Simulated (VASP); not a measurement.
# P in VASP: notebook

Aim: see how the results for P move with the level of theory and the settings. Levels: PBEsol, HSE06. Tasks: work function.

Program: VASP 6.6.1. These are calculated values, not measurements. Logs are shortened: lines on timing, memory, paths and dates and some standing lists are left out, and cuts for length are marked.

### 1 The structure

The cell holds a sheet with vacuum, 4 atoms: a = 3.281 Å, b = 4.579 Å, c = 18.100 Å, α = 90.00°, β = 90.00°, γ = 90.00°.

The cell was built by a generator and needn't be a form met in nature.

### 2 Work function, PBEsol

INCAR reads:

```
PREC = Accurate ; ENCUT = 520
EDIFF = 1E-6 ; ISMEAR = 0
SIGMA = 0.03 ; LREAL = F
LASPH = T ; NELM = 100
ALGO = Normal ; ISIF = 2
LWAVE = F ; LCHARG = T
LDIPOL = T ; IDIPOL = 3
DIPOL = 0.5 0.5 0.500 ; GGA = PS
LELF = T ; LVHAR = T
LVACPOTAV = T
```

KPOINTS reads:

```
regular mesh
0
Gamma
  10 8 1
```

POSCAR reads:

```
P                                       
1.0
    3.2813337104      0.0000000000      0.0000000000
    0.0000000000      4.5793882676      0.0000000000
    0.0000000000      0.0000000000     18.1000000000
  P             
     4
Direct
     1.0000000000000000    0.0902279501529896    0.4424386889880791
     0.5000000000000000    0.4097720498470104    0.4424386889880791
     0.5000000000000000    0.5902279501529895    0.5575613110119210
     0.0000000000000000    0.9097720498470105    0.5575613110119210
```

Potentials or basis: VASP PAW PBE potentials, release 64 (P).

Run with:

```
$ cat potpaw_PBE.64/P/POTCAR > POTCAR
$ mpirun -np 1 vasp_std > vasp.out
```

OUTCAR:

```text
PREC = Accurate
   ENCUT = 520
   EDIFF = 1E-6
   ISMEAR = 0
   LREAL = F
   LASPH = T
   NELM = 100
   ISIF = 2
   GGA = PS

 ion  position               nearest neighbor table
   1  0.000  0.090  0.442-   2 2.20   2 2.20   4 2.24
   2  0.500  0.410  0.442-   1 2.20   1 2.20   3 2.24
   3  0.500  0.590  0.558-   4 2.20   4 2.20   2 2.24
   4  0.000  0.910  0.558-   3 2.20   3 2.20   1 2.24

  LATTYP: Found a simple orthorhombic cell.
 ALAT       =     3.2813337104
 B/A-ratio  =     1.3955874872
 C/A-ratio  =     5.5160497522

  Lattice vectors:

 A1 = (   3.2813337104,   0.0000000000,   0.0000000000)
 A2 = (   0.0000000000,   4.5793882676,   0.0000000000)
 A3 = (   0.0000000000,   0.0000000000,  18.1000000000)

Analysis of symmetry for initial positions (statically):
=====================================================================
 Subroutine PRICEL returns:
 Original cell was already a primitive cell.

 Routine SETGRP: Setting up the symmetry group for a
 simple orthorhombic supercell.

 Subroutine GETGRP returns: Found  8 space group operations
 (whereof  4 operations were pure point group operations)
 out of a pool of  8 trial point group operations.

The static configuration has the point symmetry C_2h.
 The point group associated with its full space group is D_2h.

Analysis of symmetry for dynamics (positions and initial velocities):
=====================================================================
 Subroutine PRICEL returns:
 Original cell was already a primitive cell.

 Routine SETGRP: Setting up the symmetry group for a
 simple orthorhombic supercell.

 Subroutine GETGRP returns: Found  8 space group operations
 (whereof  4 operations were pure point group operations)
 out of a pool of  8 trial point group operations.

The dynamic configuration has the point symmetry C_2h.
 The point group associated with its full space group is D_2h.

 Subroutine INISYM returns: Found  8 space group operations
 (whereof  4 operations are pure point group operations),
 and found     1 'primitive' translations

----------------------------------------------------------------------------------------

                                     Primitive cell

  volume of cell :     271.9797

  direct lattice vectors                    reciprocal lattice vectors
     3.281333710  0.000000000  0.000000000     0.304754130  0.000000000  0.000000000
     0.000000000  4.579388268  0.000000000     0.000000000  0.218369778  0.000000000
     0.000000000  0.000000000 18.100000000     0.000000000  0.000000000  0.055248619
[... 108 lines left out ...]
     AMIX_MAG =   1.60;   BMIX_MAG =  1.00
  volume/ion in A,a.u.               =      67.99       458.85
  Fermi-wavevector in a.u.,A,eV,Ry     =   0.685866  1.296099  6.400348  0.470412
  Thomas-Fermi vector in A             =   1.765930
   LORBIT       =      0    0 simple, 1 ext, 2 COOP (PROOUT), +10 PAW based schemes
   GGA     = PS    functional components
   LHFCALC =     F    Hartree Fock is set to
   AEXX    =    0.0000 exact exchange contribution
   IVDW    =     0    specifies the selected vdW correction
   LEPSILON=     F    determine dielectric tensor
   LRPA    =     F    only Hartree local field effects (RPA)
 non-spin polarized calculation
 Gauss-broadening in eV      SIGMA  =   0.03
  energy-cutoff  :      520.00
  volume of cell :      271.98
 maximum number of plane-waves:      7362
   NGX = 13   NGY = 17   NGZ = 67

 dipolmoment           0.000000      0.000000      0.000000 electrons x Angstroem

 number of electron      20.0000002 magnetization

 dipolmoment           0.000000      0.000000     -0.000000 electrons x Angstroem

 Free energy of the ion-electron system (eV)
  ---------------------------------------------------
  ext. energy  EPLUGINS =         0.00000000
  ---------------------------------------------------
  free energy    TOTEN  =       -22.82777865 eV

  energy without entropy =      -22.82777865  energy(sigma->0) =      -22.82777865

 E-fermi :  -1.7537     XC(G=0):  -3.3755

 val. band max:       -1.9251742591   @ k =   0.0000   0.0000   0.0000
 cond. band min:      -1.0883539442   @ k =   0.0000   0.0000   0.0000
 fundamental gap:      0.8368203149
 Fermi energy:        -1.7537270916

 k-point     1 :       0.0000    0.0000    0.0000
  band No.  band energies     occupation
      1     -17.1219      2.00000
      2     -14.5941      2.00000
      3     -11.1479      2.00000
      4      -7.7682      2.00000
      5      -6.6058      2.00000
      6      -6.5493      2.00000
      7      -5.4134      2.00000
      8      -3.7885      2.00000
      9      -3.6529      2.00000
     10      -1.9252      2.00000
     11      -1.0884      0.00000
     12      -0.4610      0.00000
     13       0.6863      0.00000
     14       1.4199      0.00000
[... 377 lines left out ...]
      1     -13.9347      2.00000
      2     -13.9347      2.00000
      3     -11.8380      2.00000
      4     -11.8380      2.00000
      5      -7.1644      2.00000
      6      -7.1644      2.00000
      7      -6.2654      2.00000
      8      -6.2654      2.00000
      9      -3.1178      2.00000
     10      -3.1178      2.00000
     11       0.3244      0.00000
     12       0.3244      0.00000
     13       1.3209      0.00000
     14       1.3209      0.00000

 [... further k-points ...]

------------------------ aborting loop because EDIFF is reached ----------------------------------------

  FORCE on cell =-STRESS in cart. coord.  units (eV):
  Direction    XX          YY          ZZ          XY          YZ          ZX
  --------------------------------------------------------------------------------------
  -------------------------------------------------------------------------------------
  Total       -0.2735610      0.0514439      0.1386352      0.0000000      0.0000000      0.0000000
  in kB       -1.6114929      0.3030459      0.8166721      0.0000000      0.0000000      0.0000000
  external PRESSURE =      -0.1639250 kB  Pullay stress =       0.0000000 kB

 VOLUME and BASIS-vectors are now :
 -----------------------------------------------------------------------------
  energy-cutoff  :      520.00
  volume of cell :      271.98
      direct lattice vectors                 reciprocal lattice vectors
     3.281333710  0.000000000  0.000000000     0.304754130  0.000000000  0.000000000
     0.000000000  4.579388268  0.000000000     0.000000000  0.218369778  0.000000000
     0.000000000  0.000000000 18.100000000     0.000000000  0.000000000  0.055248619

 POSITION                                       TOTAL-FORCE (eV/Angst)
 -----------------------------------------------------------------------------------
      0.00000      0.41319      8.00814         0.000000     -0.239487     -0.036587
      1.64067      1.87651      8.00814         0.000000      0.239487     -0.036587
      1.64067      2.70288     10.09186         0.000000     -0.239487      0.036587
      0.00000      4.16620     10.09186         0.000000      0.239487      0.036587
 -----------------------------------------------------------------------------------
    total drift:                               -0.000000      0.000000     -0.000000

  FREE ENERGIE OF THE ION-ELECTRON SYSTEM (eV)
  ---------------------------------------------------
  free  energy   TOTEN  =       -22.8277786468 eV

  energy  without entropy=      -22.8277786468  energy(sigma->0) =      -22.82777865

 vacuum level on the upper side and lower side of the slab         3.093         3.093
```

OSZICAR:

```text
N       E                     dE             d eps       ncg     rms          rms(c)
DAV:   1     0.136870637361E+03    0.13687E+03   -0.66454E+03   840   0.103E+03
DAV:   2    -0.735101539507E+01   -0.14422E+03   -0.13948E+03  1382   0.179E+02
DAV:   3    -0.227213199386E+02   -0.15370E+02   -0.15263E+02  1098   0.691E+01
[... 14 lines left out ...]
DAV:  18    -0.228277548979E+02   -0.30602E-04   -0.23347E-06   816   0.625E-03    0.248E-03
DAV:  19    -0.228277688340E+02   -0.13936E-04   -0.61974E-07   762   0.322E-03    0.323E-03
DAV:  20    -0.228277755890E+02   -0.67550E-05   -0.35498E-07   732   0.228E-03    0.965E-04
DAV:  21    -0.228277779470E+02   -0.23581E-05   -0.11637E-07   708   0.124E-03    0.112E-03
DAV:  22    -0.228277786468E+02   -0.69975E-06   -0.31661E-08   642   0.662E-04
   1 F= -.22827779E+02 E0= -.22827779E+02  d E =-.170905E-17
```

stdout:

```text
POSCAR found type information on POSCAR P
 POSCAR found :  1 types and       4 ions
 scaLAPACK will be used
 -----------------------------------------------------------------------------
[... 23 lines left out ...]
|     Did not find any points to average over, which means that no vacuum     |
|     field-free region was found. Please increase the size of  your cell     |
|     in the dimension of the dipole correction to obtain accurate            |
|     workfunction values.                                                    |
|                                                                             |
 -----------------------------------------------------------------------------
```

Run time: 2.3 min. Hardware: 1 thread of Intel Xeon Platinum 8488C (Sapphire Rapids), shared host; peak memory 0.35 GiB.

Results:

```
Free energy                            : -22.8278 eV
Largest force                          : 0.242 eV/Å
Band gap on the k mesh                 : 0.84 eV, direct
Ionisation potential of the upper face : 5.02 eV
```

Forces on the atoms (eV/Å):
```
P    0.000 -0.239 -0.037
P    0.000  0.239 -0.037
P    0.000 -0.239  0.037
P    0.000  0.239  0.037
```

Levels at points of the mesh, in eV from the valence-band top:
| k point | band 8 | band 9 | band 10 | band 11 | band 12 | band 13 |
| --- | --- | --- | --- | --- | --- | --- |
| (0.00, 0.00, 0.00) | -1.86 | -1.73 | 0.00 | 0.84 | 1.46 | 2.61 |
| (0.50, 0.00, 0.00) | -2.78 | -2.04 | -2.04 | 1.17 | 1.17 | 2.13 |
| (0.00, 0.50, 0.00) | -2.67 | -1.32 | -1.32 | 2.03 | 2.03 | 3.68 |
| (0.50, 0.50, 0.00) | -4.68 | -1.14 | -1.14 | 2.31 | 2.31 | 3.88 |

Caveat: the PAW data sets were made with another functional, which shifts forces and pressure a little. PBEsol gaps usually lie below the measured ones, often by a third to a half.

### 3 Work function, HSE06

POSCAR is that of step 2.

INCAR.step1 reads:

```
PREC = Accurate ; ENCUT = 520
EDIFF = 1E-5 ; ISMEAR = 0
SIGMA = 0.03 ; LREAL = F
LASPH = T ; NELM = 100
ALGO = Normal ; ISIF = 2
LWAVE = T ; LDIPOL = T
IDIPOL = 3 ; DIPOL = 0.5 0.5 0.500
GGA = PE
```

INCAR.step2 reads:

```
PREC = Accurate ; ENCUT = 520
EDIFF = 1E-6 ; ISMEAR = 0
SIGMA = 0.03 ; LREAL = F
LASPH = T ; NELM = 100
ALGO = Normal ; ISIF = 2
LWAVE = F ; LCHARG = T
LDIPOL = T ; IDIPOL = 3
DIPOL = 0.5 0.5 0.500 ; GGA = PE
LHFCALC = T ; HFSCREEN = 0.2
PRECFOCK = Fast ; LELF = T
LVHAR = T ; LVACPOTAV = T
ISTART = 1
```

KPOINTS reads:

```
regular mesh
0
Gamma
  6 4 1
```

Potentials or basis: VASP PAW PBE potentials, release 64 (P).

Run with:

```
$ cat potpaw_PBE.64/P/POTCAR > POTCAR
$ cp INCAR.step1 INCAR
$ mpirun -np 1 vasp_std > vasp.out
$ cp INCAR.step2 INCAR
$ mpirun -np 1 vasp_std > vasp.out
```

OUTCAR:

```text
PREC = Accurate
   ENCUT = 520
   EDIFF = 1E-6
   ISMEAR = 0
   LREAL = F
   LASPH = T
   NELM = 100
   ISIF = 2
   GGA = PE
   LHFCALC = T
   HFSCREEN = 0.2
   PRECFOCK = Fast
   ISTART = 1

 ion  position               nearest neighbor table
   1  0.000  0.090  0.442-   2 2.20   2 2.20   4 2.24
   2  0.500  0.410  0.442-   1 2.20   1 2.20   3 2.24
   3  0.500  0.590  0.558-   4 2.20   4 2.20   2 2.24
   4  0.000  0.910  0.558-   3 2.20   3 2.20   1 2.24

  LATTYP: Found a simple orthorhombic cell.
 ALAT       =     3.2813337104
 B/A-ratio  =     1.3955874872
 C/A-ratio  =     5.5160497522

  Lattice vectors:

 A1 = (   3.2813337104,   0.0000000000,   0.0000000000)
 A2 = (   0.0000000000,   4.5793882676,   0.0000000000)
 A3 = (   0.0000000000,   0.0000000000,  18.1000000000)

Analysis of symmetry for initial positions (statically):
=====================================================================
 Subroutine PRICEL returns:
 Original cell was already a primitive cell.

 Routine SETGRP: Setting up the symmetry group for a
 simple orthorhombic supercell.

 Subroutine GETGRP returns: Found  8 space group operations
 (whereof  4 operations were pure point group operations)
 out of a pool of  8 trial point group operations.

The static configuration has the point symmetry C_2h.
 The point group associated with its full space group is D_2h.

Analysis of symmetry for dynamics (positions and initial velocities):
=====================================================================
 Subroutine PRICEL returns:
 Original cell was already a primitive cell.

 Routine SETGRP: Setting up the symmetry group for a
 simple orthorhombic supercell.

 Subroutine GETGRP returns: Found  8 space group operations
 (whereof  4 operations were pure point group operations)
 out of a pool of  8 trial point group operations.

The dynamic configuration has the point symmetry C_2h.
 The point group associated with its full space group is D_2h.

[... 131 lines left out ...]
  volume of cell :      271.98
 maximum number of plane-waves:      7356
  NGX = 14; NGY = 20; NGZ = 80

 number of electron      20.0000002 magnetization

 dipolmoment           0.000000      0.000000     -0.000001 electrons x Angstroem

 Free energy of the ion-electron system (eV)
  ---------------------------------------------------
  ext. energy  EPLUGINS =         0.00000000
  ---------------------------------------------------
  free energy    TOTEN  =       -25.79487868 eV

  energy without entropy =      -25.79487868  energy(sigma->0) =      -25.79487868

 E-fermi :  -2.1886     XC(G=0):  -2.7948

 val. band max:       -2.3364492872   @ k =   0.0000   0.0000   0.0000
 cond. band min:      -0.7602505194   @ k =   0.0000   0.0000   0.0000
 fundamental gap:      1.5761987678
 Fermi energy:        -2.1886126189

 k-point     1 :       0.0000    0.0000    0.0000
  band No.  band energies     occupation
      1     -19.1131      2.00000
      2     -16.3363      2.00000
      3     -12.5366      2.00000
      4      -8.7002      2.00000
      5      -7.4745      2.00000
      6      -7.4666      2.00000
      7      -6.1276      2.00000
      8      -4.3636      2.00000
      9      -4.1975      2.00000
     10      -2.3364      2.00000
     11      -0.7603      0.00000
     12      -0.0222      0.00000
     13       1.2536      0.00000
     14       2.0069      0.00000
[... 173 lines left out ...]
      1     -15.5405      2.00000
      2     -15.5405      2.00000
      3     -13.3409      2.00000
      4     -13.3409      2.00000
      5      -7.8375      2.00000
      6      -7.8375      2.00000
      7      -7.4580      2.00000
      8      -7.4580      2.00000
      9      -3.6122      2.00000
     10      -3.6122      2.00000
     11       0.8381      0.00000
     12       0.8381      0.00000
     13       2.5416      0.00000
     14       2.5416      0.00000

------------------------ aborting loop because EDIFF is reached ----------------------------------------

  FORCE on cell =-STRESS in cart. coord.  units (eV):
  Direction    XX          YY          ZZ          XY          YZ          ZX
  --------------------------------------------------------------------------------------
  -------------------------------------------------------------------------------------
  Total        0.0092323     -0.0816502     -0.6143169      0.0000000      0.0000000      0.0000000
  in kB        0.0543859     -0.4809847     -3.6188170      0.0000000      0.0000000      0.0000000
  external PRESSURE =      -1.3484720 kB  Pullay stress =       0.0000000 kB

 VOLUME and BASIS-vectors are now :
 -----------------------------------------------------------------------------
  energy-cutoff  :      520.00
  volume of cell :      271.98
      direct lattice vectors                 reciprocal lattice vectors
     3.281333710  0.000000000  0.000000000     0.304754130  0.000000000  0.000000000
     0.000000000  4.579388268  0.000000000     0.000000000  0.218369778  0.000000000
     0.000000000  0.000000000 18.100000000     0.000000000  0.000000000  0.055248619

 POSITION                                       TOTAL-FORCE (eV/Angst)
 -----------------------------------------------------------------------------------
      0.00000      0.41319      8.00814         0.000000     -0.054441      0.141480
      1.64067      1.87651      8.00814        -0.000000      0.054441      0.141480
      1.64067      2.70288     10.09186        -0.000000     -0.054441     -0.141480
      0.00000      4.16620     10.09186        -0.000000      0.054441     -0.141480
 -----------------------------------------------------------------------------------
    total drift:                                0.000000     -0.000000     -0.000025

  FREE ENERGIE OF THE ION-ELECTRON SYSTEM (eV)
  ---------------------------------------------------
  free  energy   TOTEN  =       -25.7948786764 eV

  energy  without entropy=      -25.7948786764  energy(sigma->0) =      -25.79487868

 vacuum level on the upper side and lower side of the slab         3.100         3.100
```

OUTCAR.step1:

```text
PREC = Accurate
   ENCUT = 520
   EDIFF = 1E-5
   ISMEAR = 0
   LREAL = F
   LASPH = T
   NELM = 100
   ISIF = 2
[... 427 lines left out ...]
      1.64067      2.70288     10.09186         0.000000     -0.272173      0.120146
      0.00000      4.16620     10.09186         0.000000      0.272173      0.120146
 -----------------------------------------------------------------------------------
    total drift:                               -0.000000      0.000000     -0.000000

  FREE ENERGIE OF THE ION-ELECTRON SYSTEM (eV)
  ---------------------------------------------------
  free  energy   TOTEN  =       -21.4368378697 eV

  energy  without entropy=      -21.4368378697  energy(sigma->0) =      -21.43683787

 vacuum level on the upper side and lower side of the slab         2.906         2.906
```

It took 12 min on 1 thread of Intel Xeon Platinum 8488C (Sapphire Rapids), shared host; peak memory 0.43 GiB.

Results:

- Free energy: -25.7949 eV
- Largest force: 0.152 eV/Å
- Band gap on the k mesh: 1.58 eV, direct
- Ionisation potential of the upper face: 5.44 eV

Forces in eV/Å, atoms in the order of the input:
```
P    0.000 -0.054  0.141
P    0.000  0.054  0.141
P    0.000 -0.054 -0.141
P    0.000  0.054 -0.141
```

Levels at points of the mesh, in eV from the valence-band top:
| k point | band 7 | band 8 | band 9 | band 10 | band 11 | band 12 | band 13 | band 14 |
| --- | --- | --- | --- | --- | --- | --- | --- | --- |
| (0.00, 0.00, 0.00) | -3.79 | -2.03 | -1.86 | 0.00 | 1.58 | 2.31 | 3.59 | 4.34 |
| (0.50, 0.00, 0.00) | -3.07 | -3.07 | -2.18 | -2.18 | 1.99 | 1.99 | 2.93 | 2.93 |
| (0.00, 0.50, 0.00) | -2.90 | -2.90 | -1.42 | -1.42 | 2.92 | 2.92 | 4.56 | 4.57 |
| (0.50, 0.50, 0.00) | -5.12 | -5.12 | -1.28 | -1.28 | 3.17 | 3.17 | 4.88 | 4.88 |

Caveat: the PAW data sets were made with another functional, which shifts forces and pressure a little.
